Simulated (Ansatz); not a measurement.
MoSe2:

```xyz
6
Lattice="3.2880 0.0000 0.0000 -1.6440 2.8475 0.0000 0.0000 0.0000 12.9000" Properties=species:S:1:pos:R:3 pbc="T T T"
Mo    1.6440    0.9492    9.6750
Mo    0.0000    1.8983    3.2250
Se    1.6440    0.9492    4.8375
Se    0.0000    1.8983   11.2875
Se    1.6440    0.9492    1.6125
Se    0.0000    1.8983    8.0625
```

Base run:

| Property | Result |
| --- | --- |
| Program | Ansatz 0.2.0 |
| Functional | r2SCAN |
| Potentials or basis | Ansatz PAW |
| Cutoff | 500 eV (not typed: the program's choice for these potentials) |
| k mesh | 9 × 9 × 2 |
| Occupations | fermi-dirac, width 0.05 eV |
| Spin | spin-orbit coupling, no magnetisation |

Its results: band gap on the k mesh 0.94 eV, indirect (least direct gap 1.42 eV); pressure 6.7 GPa; largest force 0.889 eV/Å.

**Question.** The run is repeated on the same cell with these changes: functional from r2SCAN to PBE; cutoff from 500 eV (not typed: the program's choice for these potentials) to 300 eV; spin from spin-orbit coupling, no magnetisation to no spin polarisation; potential files from those of the base run to others of the same set. What comes out?

**Answer.** Band gap on the k mesh 0.89 eV, indirect (least direct gap 1.38 eV); pressure 8.1 GPa; largest force 1.105 eV/Å.

Several settings changed at once, so the effect can't be laid on one alone.

Caveats: the cell's inner coordinates are idealised or old, which leaves forces on the atoms; the PAW data sets come from PBE, with cores solved anew for the run's functional, which leaves a small shift of forces and pressure (some runs); odd divisions of the mesh miss points on the zone boundary, where band edges often lie, so the gap on the mesh can be too wide (some runs); the pressure holds a Pulay correction of +3.3 GPa for the finite cutoff (some runs); this functional lacks dispersion, which binds the layers, so the pressure and a relaxed spacing across them are unreliable (some runs); the cutoff lies under the one recommended for these potentials (some runs).
